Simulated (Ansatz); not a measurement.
A 6-atom cell of ZrO2 started from a crystallographic database: an Ansatz output whose functional has been blanked. The geometry is the r2SCAN minimum.

```yaml
crystal:
  lattice:
    - [3.60103, 0.00000, 0.00000]
    - [0.00000, 3.60103, 0.00000]
    - [0.00000, 0.00000, 5.22718]
  atoms:
    - { symbol: Zr, position: [0.00000, 0.00000, 0.00000] }
    - { symbol: Zr, position: [0.50000, 0.50000, 0.50000] }
    - { symbol: O, position: [0.00000, 0.50000, 0.19697] }
    - { symbol: O, position: [0.00000, 0.50000, 0.69697] }
    - { symbol: O, position: [0.50000, 0.00000, 0.30303] }
    - { symbol: O, position: [0.50000, 0.00000, 0.80303] }
```

```
Crystal: 6 atoms, lattice volume = 67.783 Å³
Basis set: ecut = 420 eV, 1297 PW (Γ)
Bands: 29, of which v1, the nominal top of the filled ones, is band 24 counted from 1 (23 counted from 0)
Symmetry: 16 space group operations
Space group: P42/nmc (ITA 137)
k-points: 18 of 64
hybrid outer 1: dexx = +3.472e-2 eV, tail = 5.50e-5 eV
hybrid outer 2: dexx = +2.988e-6 eV, tail = 1.46e-8 eV, Δε = 2.50e-3 eV, ΔF = 3.83e-3 eV/Å
hybrid SCF converged: 2 outer / 13 inner (+3 warm-up)
Free energy (F): -10652.167385 eV
Fermi energy:    10.032994 eV
--- Per-component energies (eV) ---
  E_band       = -241.284748
  E_kinetic    = 1377.580128
  E_local      = -2345.395239
  E_nonlocal   = 335.488322
  E_hartree    = 774.915497
  E_xc         = -500.122329
  E_vxc        = -608.740027
  E_exx        = -141.754868
  E_paw        = -6523.633647
  E_vpaw       = -266.548352
  E_ewald      = -3628.360444
  E_core_change = -0.894838
--- Forces (eV/Å), atoms counted from 1 ---
  atom   1  Zr      0.00000      0.00000      0.00000
  atom   2  Zr      0.00000      0.00000      0.00000
  atom   3  O       0.00000      0.00000    -0.04067
  atom   4  O       0.00000      0.00000    -0.04067
  atom   5  O       0.00000      0.00000      0.04067
  atom   6  O       0.00000      0.00000      0.04067
--- Stress (GPa, compression-positive) ---
       -2.668815       0.000000       0.000000
        0.000000      -2.668815       0.000000
        0.000000       0.000000      -2.548505
  P = ⅓ Tr σ = -2.6287 GPa (-26.287 kbar)
--- Band table (eV; the first three rows and the last of 18) ---
  k-point 0: bands = […, 8.6345, 8.6345, 9.3028, 9.8664, 9.9456, 9.9456, 15.7421, 16.2534, 17.0713, 17.0866, …]
  k-point 1: bands = […, 8.4245, 8.9713, 9.0987, 9.0987, 9.9888, 9.9888, 15.9087, 16.5096, 16.8417, 17.1062, …]
  k-point 2: bands = […, 7.1911, 7.1911, 9.4133, 9.4133, 10.0330, 10.0330, 16.3447, 16.3447, 16.9799, 16.9799, …]
  k-point 17: bands = […, 8.1056, 8.1056, 8.4909, 8.4909, 9.9722, 9.9722, 16.9552, 16.9552, 17.4672, 17.4672, …]
```

bands.tsv, columns around the gap (it counts bands from 0):
```tsv
# k_distance	band_19	band_20	band_21	band_22	band_23	band_24	band_25	band_26	band_27
# fermi_ev = 10.032994
# [0, 0, 0] at k_distance = 0.000000
# [0, 0.5, 0] at k_distance = 0.872416
# [0.5, 0.5, 0] at k_distance = 1.744832
# [0, 0, 0.5] at k_distance = 3.117214
# [0, 0.5, 0.5] at k_distance = 3.989630
# [0.5, 0.5, 0.5] at k_distance = 4.862045
# [0.223958, 0.223958, 0] at k_distance = 5.770440
# levels_relative_to = fermi_ev
0.000	-1.398	-0.730	-0.167	-0.087	-0.087	5.709	6.220	7.038	7.054
0.872	-2.166	-1.515	-1.515	-0.131	-0.131	6.116	6.116	7.133	7.133
1.745	-1.134	-0.844	-0.844	-0.440	-0.440	6.900	6.900	7.181	7.181
3.117	-2.842	-0.620	-0.620	0.000	0.000	6.312	6.312	6.947	6.947
3.990	-1.944	-1.404	-1.404	-0.924	-0.924	6.240	6.240	6.578	6.578
4.862	-1.927	-1.542	-1.542	-0.061	-0.061	6.922	6.922	7.434	7.434
5.770	-1.927	-0.994	-0.375	-0.168	-0.004	6.572	6.743	6.833	6.956
```
In order the rows are Γ, X, M, Z, R, A, M–Γ (0.55).

Q: Which level of theory was used?
A. LC-ωPBE
B. r2SCANh
C. Hartree-Fock
D. HSE06

A: D. HSE06. The exchange loop and the term E_exx show exact exchange. HSE06 gives an indirect gap of 5.71 eV, from Z to Γ; the least direct gap is 5.80 eV at Γ. Among hybrids the size of the gap and of E_exx follows the share and range of exact exchange. The stress of a hybrid is loosely converged here. The log narrows the family; the member has to be judged from the numbers.

Run as `ansatz run input.yaml --threads 4 --pin off --max-ram 7372MiB --backend cpu --events-out ev --progress --plain --runs-dir out`. Wall time 41 s on 4 threads of Arm Neoverse V1 (shared host), load about 0.4 per core; peak host memory 1.3 GiB.

Spin-unpolarised throughout; all numbers are computed.

The meshes of the hybrids are coarse, so their gaps aren't converged to the digits shown.
